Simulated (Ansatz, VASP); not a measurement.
Cu: VASP beside Ansatz

```xyz
2
Lattice="0.0000 2.6170 2.6170 2.6170 0.0000 2.6170 2.6170 2.6170 0.0000" Properties=species:S:1:pos:R:3 pbc="T T T"
Cu    2.6170    2.6170    2.6170
Cu    3.9255    3.9255    3.9255
```

Alike in both runs: functional PBEsol; k mesh 6 × 6 × 6; occupations gaussian, width 0.1 eV; no spin polarisation.

Ansatz relaxed the structure, and its values are those at the end. VASP's run is a single point on that final structure, the one shown.

|  | VASP | Ansatz |
| --- | --- | --- |
| version | VASP 6.6.1 | Ansatz 0.2.0 |
| potentials or method | VASP PAW PBE potentials, release 64 (Cu) | scalar-relativistic, plane waves, PAW |
| plane-wave cutoff (eV) | 520 | 420 |
| valence electrons in the cell | 22 | 38 |

Ansatz gave:

```
gap on the k mesh at the Fermi level (eV) : none
pressure (GPa)                            : 0.1
```

Task: Estimate VASP's values.

Result: gap on the k mesh at the Fermi level (eV): none; pressure (GPa): 0.4.

A gap of «none» marks a metal or a gap that the smearing closes. With one functional, cell and mesh, what is left measures potentials, basis and numerics. The two sets of potentials don't hold the same shells in valence.

Caveats: the PAW data sets were made with another functional, which shifts forces and pressure a little (VASP).
